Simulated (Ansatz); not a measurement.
# Equation of state of InSb from a dense series

```yaml
crystal:
  lattice:
    - [0.00000, 3.23910, 3.23910]
    - [3.23910, 0.00000, 3.23910]
    - [3.23910, 3.23910, 0.00000]
  atoms:
    - { symbol: In, position: [0.00000, 0.00000, 0.00000] }
    - { symbol: Sb, position: [0.75000, 0.75000, 0.75000] }
```

Atoms are numbered in the order listed.

The cell is COD entry 9008853, as deposited and not checked against the literature; nothing was relaxed.

No spin–orbit coupling, which matters for the heavy atoms here.

Computed with Ansatz 0.2.0, DFT, LDA, all-electron LAPW, scalar-relativistic.

Settings: a Γ-centred 10×10×10 k mesh, Fermi–Dirac smearing of 0.03 eV, basis error target 0.25 meV/atom, no spin polarisation.

The cell is scaled evenly. Fractional coordinates are held (clamped ions).

```csv
V (Å³/atom),P (GPa)
31.962,2.54
32.625,1.39
33.304,0.35
33.644,-0.13
33.984,-0.58
34.324,-1.00
34.664,-1.40
35.343,-2.14
36.023,-2.78
```

(1) Fit a third-order Birch–Murnaghan curve to the pressures.

(2) Predict the pressure at the withheld volume, 31.945 Å³/atom.

## Answers

(1) P = (3B0/2)(y^(7/2) − y^(5/2))[1 + (3/4)(B0′ − 4)(y − 1)] with y = (V0/V)^(2/3) fits within 0.01 GPa for V0 = 33.550 Å³/atom, B0 = 46.5 GPa and B0′ = 4.87.

(2) There y = 1.0332, so the fit gives 2.57 GPa; the run gave 2.57 GPa.
